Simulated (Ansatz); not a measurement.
# Ga2O3 (C2/m): the host for defect calculations, part 2 of 2

Aim: the runs on the perfect crystal Ga2O3 (C2/m) that a defect calculation needs first.

Ansatz 0.2.0; plane-wave PAW DFT, PBEsol; relaxation of the host's cell and atoms; PAW set soft_1 (the session's first sound run).

So far. Step 3 (Dielectric tensors of the host): The principal values of the electronic dielectric tensor are 4.10, 4.20 and 4.21. The principal values of the static dielectric tensor are 10.87, 10.92 and 13.83.

### Step 4. Defect free supercell relaxed in its symmetry

This cell, the one that will hold the defects, is built from the relaxed host. Its coarser k-points can move the atoms a little, so it is relaxed from the symmetric sites, as the reference for the test of stability.

This step: plane-wave PAW DFT, PBEsol; relaxation of the defect-free supercell in its symmetry; PAW set soft_1 (Ansatz 0.2.0).

System of this step: Ga2O3 (C2/m). The cell holds 120 atoms: 48 Ga and 72 O. Cell: a = 12.278 Å, b = 9.142 Å, c = 11.621 Å, α = 90.0°, β = 103.7°, γ = 90.0°.

The input, pristine.symmetric/input.yaml:

```yaml
crystal:
  lattice:
    - [12.2779581966, 0.0, 0.0078688676]
    - [0.0, 9.1418946025, 0.0]
    - [-2.7604537593, 0.0, 11.2879152185]
  atoms:
    - { symbol: Ga, position: [0.3412764858, 0.0, 0.3427201886] }
    - { symbol: Ga, position: [0.8412764858, 0.1666666667, 0.3427201886] }
    - { symbol: Ga, position: [0.1587235142, 0.1666666667, 0.1572798114] }
    - { symbol: Ga, position: [0.6587235142, 0.0, 0.1572798114] }
    - { symbol: Ga, position: [0.4094922641, 0.1666666667, 0.1023013088] }
    - { symbol: Ga, position: [0.9094922641, 0.0, 0.1023013088] }
    - { symbol: Ga, position: [0.0905077359, 0.0, 0.3976986912] }
    - { symbol: Ga, position: [0.5905077359, 0.1666666667, 0.3976986912] }
    - { symbol: O, position: [0.0037884346, 0.1666666667, 0.3720424594] }
    - { symbol: O, position: [0.5037884346, 0.0, 0.3720424594] }
    - { symbol: O, position: [0.4962115654, 0.0, 0.1279575406] }
    - { symbol: O, position: [0.9962115654, 0.1666666667, 0.1279575406] }
    - { symbol: O, position: [0.3267873152, 0.1666666667, 0.2186196626] }
    - { symbol: O, position: [0.8267873152, 0.0, 0.2186196626] }
    - { symbol: O, position: [0.1732126848, 0.0, 0.2813803374] }
    - { symbol: O, position: [0.6732126848, 0.1666666667, 0.2813803374] }
    - { symbol: O, position: [0.1652740744, 0.0, 0.0547632684] }
    - { symbol: O, position: [0.6652740744, 0.1666666667, 0.0547632684] }
    - { symbol: O, position: [0.3347259256, 0.1666666667, 0.4452367316] }
    - { symbol: O, position: [0.8347259256, 0.0, 0.4452367316] }
    - { symbol: Ga, position: [0.3412764858, 0.0, 0.8427201886] }
    - { symbol: Ga, position: [0.8412764858, 0.1666666667, 0.8427201886] }
    - { symbol: Ga, position: [0.1587235142, 0.1666666667, 0.6572798114] }
    - { symbol: Ga, position: [0.6587235142, 0.0, 0.6572798114] }
    - { symbol: Ga, position: [0.4094922641, 0.1666666667, 0.6023013088] }
    - { symbol: Ga, position: [0.9094922641, 0.0, 0.6023013088] }
    - { symbol: Ga, position: [0.0905077359, 0.0, 0.8976986912] }
    - { symbol: Ga, position: [0.5905077359, 0.1666666667, 0.8976986912] }
    - { symbol: O, position: [0.0037884346, 0.1666666667, 0.8720424594] }
    - { symbol: O, position: [0.5037884346, 0.0, 0.8720424594] }
[... 84 atom lines left out ...]
    - { symbol: O, position: [0.1732126848, 0.6666666667, 0.7813803374] }
    - { symbol: O, position: [0.6732126848, 0.8333333333, 0.7813803374] }
    - { symbol: O, position: [0.1652740744, 0.6666666667, 0.5547632684] }
    - { symbol: O, position: [0.6652740744, 0.8333333333, 0.5547632684] }
    - { symbol: O, position: [0.3347259256, 0.8333333333, 0.9452367316] }
    - { symbol: O, position: [0.8347259256, 0.6666666667, 0.9452367316] }
basis:
  ecutwfc: 420
  xc_grid: 2
hamiltonian:
  xc: pbesol
  pseudopotentials: { kind: paw, azcp: { folder: soft_1 }, xc_functional: pbe }
kpoints:
  mp_grid: { grid: [1, 1, 1] }
scf:
  occupations: { method: fermi_dirac, width: 0.01 }
  max_iter: 100
  lower_state_search: "off"
output:
  forces: true
relax:
  f_tol: 0.015
  max_steps: 60
  escape_saddle: false
checkpoint:
  write: "../pristine.symmetric.run"
  compress: false
  write_wavefunctions: false
  write_every: 100000
```

Run with:

```
$ ansatz run input.yaml --threads 32 --pin off --max-ram 84787MiB --backend cuda --events-out ev --progress --plain --runs-dir out --max-vram 78GiB
```

Numbers of over 12 decimals in the logs are rounded to 6 here.

Output:

```text
[...]
device memory: the entry about to start is reckoned to put 4.4 GiB on a device that reports 182.5 GiB free (of which the cap on the GPU budget leaves the run 78.0 GiB)
GPU FFT provider: cuFFT
GPU libraries: cuBLAS 13.8.1, cuFFT 12.4.0, cuSOLVER 12.3.2
GPU matrix products: emulated (plane waves: as basis.precision tells), large ones in fixed point in workspaces of 1.00 GiB
Crystal: 120 atoms, lattice volume = 1267.197 Å³
Basis set: ecut = 420 eV, 24771 PW (Γ), exchange–correlation on 180×128×160 points (8 copies of the dense FFT grid, shifted against one another)
Bands: 648, of which v1, the nominal top of the filled ones, is band 528 counted from 1 (527 counted from 0)
Symmetry: 48 space group operations
[...]
k-points: 1
[...]
GPU buffer pool allocated for 460800 grid points (all kernels)
GPU transforms: local potential and band sums: pruned to the plane-wave sphere, on 81×64×80
[...]
SCF iter   1: F=—  HF=-220127.630838 eV  |Δ(HF+E_count)|=         —  Δρ=1.17e-1  dr2=7.86e1  Hψ=2210
[...]
SCF iter   9: F=-220100.603182 eV  HF=-220100.603182 eV  |Δ(HF+E_count)|=   1.80e-5  Δρ=8.74e-6  dr2=9.60e-7  Hψ=1927
SCF 1 converged in 9 iterations: F = -220100.603182 eV  dr2 = 9.60e-7
[...]
relax step   1: F+E_penalty+E_count = -220100.60318197 eV  Δ(F+E_penalty+E_count) = +0.000e0 eV  max|allowed force component| = 2.842e-2 eV/Å  Δτ_max = 0.0000 Å  (9 SCF iters, dr2 threshold 5.63e-6 eV, accepted)
[...]
relax step   2: F+E_penalty+E_count = -220100.60499395 eV  Δ(F+E_penalty+E_count) = -1.812e-3 eV  max|allowed force component| = 2.049e-2 eV/Å  Δτ_max = 0.0024 Å  (6 SCF iters, accepted)
SCF iter   1: F=—  HF=-220100.603318 eV  |Δ(HF+E_count)|=         —  Δρ=4.75e-4  dr2=9.72e-4  Hψ=1288
[...]
SCF iter   6: F=-220100.606466 eV  HF=-220100.606466 eV  |Δ(HF+E_count)|=   1.09e-7  Δρ=1.69e-6  dr2=3.66e-8  Hψ=2201
SCF 3 converged in 6 iterations: F = -220100.606466 eV  dr2 = 3.66e-8
relax step   3: F+E_penalty+E_count = -220100.60646636 eV  Δ(F+E_penalty+E_count) = -1.472e-3 eV  max|allowed force component| = 7.751e-3 eV/Å  Δτ_max = 0.0036 Å  (6 SCF iters, accepted)
SCF converged after 6 iterations
Free energy (F): -220100.606466 eV
[...]
Internal energy: -220100.606466 eV  (E = F + TS)
E sigma→0 (E₀):  -220100.606466 eV
Fermi energy:    9.027178 eV
[...]
--- Forces (eV/Å), atoms counted from 1 ---
  atom   1  Ga    -0.00775126    -0.00000000     0.00589304
  atom   2  Ga    -0.00775126    -0.00000000     0.00589304
  atom   3  Ga     0.00775126     0.00000000    -0.00589304
  atom   4  Ga     0.00775126     0.00000000    -0.00589304
  atom   5  Ga     0.00428118     0.00000000    -0.00049835
  atom   6  Ga     0.00428118     0.00000000    -0.00049835
  [... 114 more lines of this table ...]
  max |Σ_I F_I| component: 2.52e-17 eV/Å
--- Relaxed structure (3 steps of the walk, 3 accepted, 0 SCFs on fresh bases) ---
  F+E_penalty+E_count = -220100.60646636 eV   max|allowed force component| = 7.751e-3 eV/Å
  atoms:
    - { symbol: Ga, position: [0.341335, 0, 0.342704] }
    - { symbol: Ga, position: [0.841335, 0.166667, 0.342704] }
    - { symbol: Ga, position: [0.158665, 0.166667, 0.157296] }
    - { symbol: Ga, position: [0.658665, 0, 0.157296] }
    - { symbol: Ga, position: [0.409589, 0.166667, 0.102330] }
    - { symbol: Ga, position: [0.909589, 0, 0.102330] }
  [... 114 more lines of this table ...]
```

It took 3 s on 1 × NVIDIA GB200 with 32 threads of Arm Neoverse V2, shared host; peak memory 1.3 GiB; 9.6 s of CPU time.

Step by step:

| step | energy less that of the first step (eV) | largest force component (eV/Å) |
| --- | --- | --- |
| 1 | 0.0000 | 0.0284 |
| 2 | -0.0018 | 0.0205 |
| 3 | -0.0033 | 0.0078 |

Forces are held to the 48 operations that the run works with; a distortion that breaks them can't arise in this run.

### Step 5. Defect free supercell relaxed from displaced atoms

This step: plane-wave PAW DFT, PBEsol; relaxation of the defect-free supercell from random displacements, a test of the host's stability; PAW set soft_1 (Ansatz 0.2.0).

pristine.rattled/input.yaml, as its differences from pristine.symmetric/input.yaml of step 4:

```diff
@@ -59,6 +59,6 @@
   f_tol: 0.015
-  max_steps: 60
-  escape_saddle: false
+  max_steps: 120
+  random_displacement: { amplitude: 0.06, seed: 9497 }
 checkpoint:
-  write: "../pristine.symmetric.run"
+  write: "../pristine.rattled.run"
   compress: false
```

Output:

```text
[...]
Crystal: 120 atoms, lattice volume = 1267.197 Å³
Basis set: ecut = 420 eV, 24771 PW (Γ), exchange–correlation on 180×128×160 points (8 copies of the dense FFT grid, shifted against one another)
Bands: 648, of which v1, the nominal top of the filled ones, is band 528 counted from 1 (527 counted from 0)
Symmetry: 1 space group operations
k-points: 1
[...]
SCF iter   1: F=—  HF=-220124.108641 eV  |Δ(HF+E_count)|=         —  Δρ=1.17e-1  dr2=7.90e1  Hψ=2094
[...]
SCF iter   2: F=—  HF=-220104.900306 eV  |Δ(HF+E_count)|=    1.92e1  Δρ=5.36e-2  dr2=1.90e1  Hψ=1209
[...]
SCF iter   9: F=-220097.014592 eV  HF=-220097.014592 eV  |Δ(HF+E_count)|=   1.89e-5  Δρ=8.72e-6  dr2=1.06e-6  Hψ=1709
SCF 1 converged in 9 iterations: F = -220097.014592 eV  dr2 = 1.06e-6
[...]
relax step   1: F+E_penalty+E_count = -220097.01459240 eV  Δ(F+E_penalty+E_count) = +0.000e0 eV  max|allowed force component| = 2.302e0 eV/Å  Δτ_max = 0.0000 Å  (9 SCF iters, dr2 threshold 5.63e-6 eV, accepted)
[...]
relax step   2: F+E_penalty+E_count = -220099.44339910 eV  Δ(F+E_penalty+E_count) = -2.429e0 eV  max|allowed force component| = 1.149e0 eV/Å  Δτ_max = 0.0618 Å  (6 SCF iters, dr2 threshold 1.00e-4 eV, accepted)
relax step   3: F+E_penalty+E_count = -220100.60534493 eV  Δ(F+E_penalty+E_count) = -1.162e0 eV  max|allowed force component| = 3.129e-2 eV/Å  Δτ_max = 0.0601 Å  (6 SCF iters, dr2 threshold 8.26e-5 eV, accepted)
relax step   4: F+E_penalty+E_count = -220100.60536215 eV  Δ(F+E_penalty+E_count) = -1.722e-5 eV  max|allowed force component| = 3.122e-2 eV/Å  Δτ_max = 0.0000 Å  (5 SCF iters, accepted)
[...]
SCF iter   1: F=—  HF=-220100.602587 eV  |Δ(HF+E_count)|=         —  Δρ=9.01e-4  dr2=3.21e-3  Hψ=1302
[...]
SCF iter   2: F=—  HF=-220100.601738 eV  |Δ(HF+E_count)|=   8.49e-4  Δρ=4.41e-4  dr2=7.77e-4  Hψ=986
[...]
SCF iter   7: F=-220100.606747 eV  HF=-220100.606747 eV  |Δ(HF+E_count)|=   9.84e-9  Δρ=9.61e-7  dr2=1.19e-8  Hψ=1707
SCF 5 converged in 7 iterations: F = -220100.606747 eV  dr2 = 1.19e-8
[...]
relax step   5: F+E_penalty+E_count = -220100.60674684 eV  Δ(F+E_penalty+E_count) = -1.385e-3 eV  max|allowed force component| = 1.292e-3 eV/Å  Δτ_max = 0.0057 Å  (7 SCF iters, accepted)
SCF converged after 7 iterations
Free energy (F): -220100.606747 eV
[...]
Internal energy: -220100.606747 eV  (E = F + TS)
E sigma→0 (E₀):  -220100.606747 eV
Fermi energy:    9.027311 eV
[...]
--- Forces (eV/Å), atoms counted from 1 ---
  atom   1  Ga    -0.00009961     0.00041609     0.00033436
  atom   2  Ga     0.00009074     0.00021059     0.00048983
  atom   3  Ga     0.00001233     0.00031265     0.00003859
  atom   4  Ga    -0.00009523     0.00061706     0.00009162
  atom   5  Ga    -0.00043323    -0.00030401     0.00014503
  atom   6  Ga     0.00002523     0.00042167     0.00052945
  [... 114 more lines of this table ...]
  max |Σ_I F_I| component: 9.01e-6 eV/Å
--- Relaxed structure (5 steps of the walk, 5 accepted, 0 SCFs on fresh bases) ---
  F+E_penalty+E_count = -220100.60674684 eV   max|allowed force component| = 1.292e-3 eV/Å
  atoms:
    - { symbol: Ga, position: [0.341299, -0.000287, 0.342951] }
    - { symbol: Ga, position: [0.841294, 0.166401, 0.342945] }
    - { symbol: Ga, position: [0.158837, 0.166375, 0.157338] }
    - { symbol: Ga, position: [0.658834, -0.000262, 0.157336] }
    - { symbol: Ga, position: [0.409752, 0.166410, 0.102549] }
    - { symbol: Ga, position: [0.909758, -0.000294, 0.102552] }
  [... 114 more lines of this table ...]
```

Run time: 3.8 s. Hardware: 1 × NVIDIA GB200 with 32 threads; peak memory 1.2 GiB; 16 s of CPU time.

Step by step:

| step | energy less that of the first step (eV) | largest force component (eV/Å) |
| --- | --- | --- |
| 1 | 0.0000 | 2.3017 |
| 2 | -2.4288 | 1.1494 |
| 3 | -3.5908 | 0.0313 |
| 4 | -3.5908 | 0.0312 |
| 5 | -3.5922 | 0.0013 |

The relaxation ends 30 meV an atom lower than the displaced start, with a largest force component of 0.0013 eV/Å.

### Step 6. Host on a dense mesh

This step: plane-wave PAW DFT, PBEsol; single point of the defect-free host, a test of the k-point sampling; PAW set soft_1 (Ansatz 0.2.0).

System of this step: Ga2O3 (C2/m). Symmetry: C2/m, No. 12, monoclinic system. The conventional cell has a = 12.278 Å, b = 3.047 Å, c = 5.810 Å, α = 90.00°, β = 103.71°, γ = 90.00°. Nearest to Ga lie 6 O at 1.94 to 2.08 Å. Nearest to Ga lie 4 O at 1.84 to 1.87 Å. Nearest to O lie 3 Ga at 1.84 to 1.94 Å. Nearest to O lie 4 Ga at 1.87 to 2.08 Å. Nearest to O lie 3 Ga at 1.84 to 1.95 Å. Farther neighbours and most contacts between anions are not listed.

The input, dense/input.yaml:

```yaml
crystal:
  lattice:
    - [6.1389790983, -1.5236491004, 0.0039344338]
    - [6.1389790983, 1.5236491004, 0.0039344338]
    - [-1.3802268796, 0.0, 5.6439576092]
  atoms:
    - { symbol: Ga, position: [0.3412764858, 0.3412764858, 0.6854403771] }
    - { symbol: Ga, position: [0.6587235142, 0.6587235142, 0.3145596229] }
    - { symbol: Ga, position: [0.9094922641, 0.9094922641, 0.2046026177] }
    - { symbol: Ga, position: [0.0905077359, 0.0905077359, 0.7953973823] }
    - { symbol: O, position: [0.5037884346, 0.5037884346, 0.7440849188] }
    - { symbol: O, position: [0.4962115654, 0.4962115654, 0.2559150812] }
    - { symbol: O, position: [0.8267873152, 0.8267873152, 0.4372393251] }
    - { symbol: O, position: [0.1732126848, 0.1732126848, 0.5627606749] }
    - { symbol: O, position: [0.1652740744, 0.1652740744, 0.1095265368] }
    - { symbol: O, position: [0.8347259256, 0.8347259256, 0.8904734632] }
basis:
  ecutwfc: 420
  xc_grid: 2
hamiltonian:
  xc: pbesol
  pseudopotentials: { kind: paw, azcp: { folder: soft_1 }, xc_functional: pbe }
kpoints:
  mp_grid: { grid: [9, 9, 5] }
scf:
  occupations: { method: fermi_dirac, width: 0.01 }
  max_iter: 100
  lower_state_search: "off"
checkpoint:
  write: "../dense.run"
  compress: false
  write_wavefunctions: false
  write_every: 100000
```

Output:

```text
[...]
GPU FFT provider: cuFFT
GPU libraries: cuBLAS 13.8.1, cuFFT 12.4.0, cuSOLVER 12.3.2
[...]
Crystal: 10 atoms, lattice volume = 105.600 Å³
Basis set: ecut = 420 eV, 2045 PW (Γ), FFT grids on a1−a2, a2, a3, exchange–correlation on 48×90×80 points (8 copies of the dense FFT grid, shifted against one another)
Bands: 54, of which v1, the nominal top of the filled ones, is band 44 counted from 1 (43 counted from 0)
Symmetry: 4 space group operations
[...]
k-points: 115 of 405
[...]
GPU buffer pool allocated for 43200 grid points (all kernels)
[...]
SCF iter   1: F=—  HF=-18344.096142 eV  |Δ(HF+E_count)|=         —  Δρ=1.16e-1  dr2=6.45e0  Hψ=20814
[...]
SCF iter  10: F=-18341.867153 eV  HF=-18341.867153 eV  |Δ(HF+E_count)|=   1.37e-7  Δρ=5.32e-6  dr2=2.39e-8  Hψ=15445
SCF 1 converged in 10 iterations: F = -18341.867153 eV  dr2 = 2.39e-8
[...]
SCF converged after 10 iterations
Free energy (F): -18341.867153 eV
[...]
Internal energy: -18341.867153 eV  (E = F + TS)
E sigma→0 (E₀):  -18341.867153 eV
Fermi energy:    9.023346 eV
[...]
```

Wall time 1.5 s (1 × NVIDIA GB200 with 32 threads); peak memory 1.1 GiB.

### Step 7. Defect free supercell at the zone centre

The supercell is run at the zone centre, to see how far that sampling misses the dense mesh.

System of this step: Ga2O3 (C2/m). The cell holds 120 atoms: 48 Ga and 72 O. Its edges and angles: a = 12.278 Å, b = 9.142 Å, c = 11.621 Å, α = 90.0°, β = 103.7°, γ = 90.0°.

pristine.sampling_gamma/input.yaml, as its differences from pristine.rattled/input.yaml of step 5:

```diff
@@ -55,10 +55,4 @@
   lower_state_search: "off"
-output:
-  forces: true
-relax:
-  f_tol: 0.015
-  max_steps: 120
-  random_displacement: { amplitude: 0.06, seed: 9497 }
 checkpoint:
-  write: "../pristine.rattled.run"
+  write: "../pristine.sampling_gamma.run"
   compress: false
```

Output:

```text
[...]
GPU FFT provider: cuFFT
GPU libraries: cuBLAS 13.8.1, cuFFT 12.4.0, cuSOLVER 12.3.2
[...]
Crystal: 120 atoms, lattice volume = 1267.197 Å³
Basis set: ecut = 420 eV, 24771 PW (Γ), exchange–correlation on 180×128×160 points (8 copies of the dense FFT grid, shifted against one another)
Bands: 648, of which v1, the nominal top of the filled ones, is band 528 counted from 1 (527 counted from 0)
Symmetry: 48 space group operations
[...]
k-points: 1
[...]
GPU buffer pool allocated for 460800 grid points (all kernels)
[...]
SCF iter   1: F=—  HF=-220127.630838 eV  |Δ(HF+E_count)|=         —  Δρ=1.17e-1  dr2=7.86e1  Hψ=2210
[...]
SCF iter  10: F=-220100.603182 eV  HF=-220100.603182 eV  |Δ(HF+E_count)|=   5.29e-7  Δρ=2.03e-6  dr2=4.69e-8  Hψ=1599
SCF 1 converged in 10 iterations: F = -220100.603182 eV  dr2 = 4.69e-8
[...]
SCF converged after 10 iterations
Free energy (F): -220100.603182 eV
[...]
Internal energy: -220100.603182 eV  (E = F + TS)
E sigma→0 (E₀):  -220100.603182 eV
Fermi energy:    9.025698 eV
[...]
```

It took 1.6 s on 1 × NVIDIA GB200 with 32 threads; peak memory 1.2 GiB.

### Step 8. Defect free supercell at the quarter point

The supercell is run at one point off the zone centre, to see how far that sampling misses the dense mesh.

pristine.sampling_quarter/input.yaml, as its differences from pristine.sampling_gamma/input.yaml of step 7:

```diff
@@ -50,3 +50,3 @@
 kpoints:
-  mp_grid: { grid: [1, 1, 1] }
+  mp_grid: { grid: [1, 1, 1], shift: [0.25, 0.25, 0.25] }
 scf:
@@ -56,3 +56,3 @@
 checkpoint:
-  write: "../pristine.sampling_gamma.run"
+  write: "../pristine.sampling_quarter.run"
   compress: false
```

Output:

```text
[...]
GPU FFT provider: cuFFT
GPU libraries: cuBLAS 13.8.1, cuFFT 12.4.0, cuSOLVER 12.3.2
[...]
Crystal: 120 atoms, lattice volume = 1267.197 Å³
Basis set: ecut = 420 eV, 24771 PW (Γ), exchange–correlation on 180×128×160 points (8 copies of the dense FFT grid, shifted against one another)
Bands: 648, of which v1, the nominal top of the filled ones, is band 528 counted from 1 (527 counted from 0)
Symmetry: 24 space group operations
k-points: 1
[...]
GPU buffer pool allocated for 460800 grid points (all kernels)
[...]
SCF iter   1: F=—  HF=-220129.174819 eV  |Δ(HF+E_count)|=         —  Δρ=1.16e-1  dr2=7.74e1  Hψ=2168
[...]
SCF iter  10: F=-220102.434234 eV  HF=-220102.434234 eV  |Δ(HF+E_count)|=   4.55e-7  Δρ=1.60e-6  dr2=3.37e-8  Hψ=1600
SCF 1 converged in 10 iterations: F = -220102.434234 eV  dr2 = 3.37e-8
[...]
SCF converged after 10 iterations
Free energy (F): -220102.434234 eV
[...]
Internal energy: -220102.434234 eV  (E = F + TS)
E sigma→0 (E₀):  -220102.434234 eV
Fermi energy:    9.450311 eV
[...]
```

The job ended after 1.8 s (1 × NVIDIA GB200 with 32 threads; peak memory 1.4 GiB; 4.1 s of CPU time).

### Step 9. What came out

```
primitive cell vectors, lengths                                      : 6.325, 6.325, 5.810 Å
electronic dielectric constant                                       : principal values (4.10, 4.20, 4.21)
static dielectric constant                                           : principal values (10.87, 10.92, 13.83)
gap on the k-mesh of the response run (PBEsol)                       : 2.23 eV
supercell relaxed in its symmetry less the displaced and relaxed one : 0.000 eV
energy an atom at the zone centre alone less that on the dense mesh  : 0.015 eV
energy an atom at one point at (¼, ¼, ¼) less that on the dense mesh : 0.000 eV
```

**Reading.** Step 4: First to last step the energy falls by 0.003 eV; the largest move, 0.006 Å, is that of O19 and 23 other atoms alike. Step 5: The energy fell by 3.592 eV from the randomly displaced start; against the sites as typed, O77 ends farthest off, by 0.01 Å, once the mean shift is taken out. The displaced cell ends within 0.01 eV of the symmetric one relaxed in its symmetry, so no lower structure shows in this supercell. The k-mesh can miss the band edges, so this gap is an upper bound at this level. All at zero temperature.

[Logs are printed without paths, hosts, clocks, repeated set-up lines and the standing remarks that a program may print on its own settings, such as how far it seeks lower states.]

[Hosts, paths, dates, database ids (printed as entryN), source tags and the programs' standing remarks are cut or masked in the printed files.]

[Runs of the host that timed out are not shown.]

[For some hosts the program warned that the k-mesh of the response run may be too coarse for force constants and the static dielectric constant; such warnings are not always shown.]

[The program warned that the k-mesh of a response run behind this text may be too coarse: force constants, and the static dielectric constant and all else formed from them, are not shown converged.]
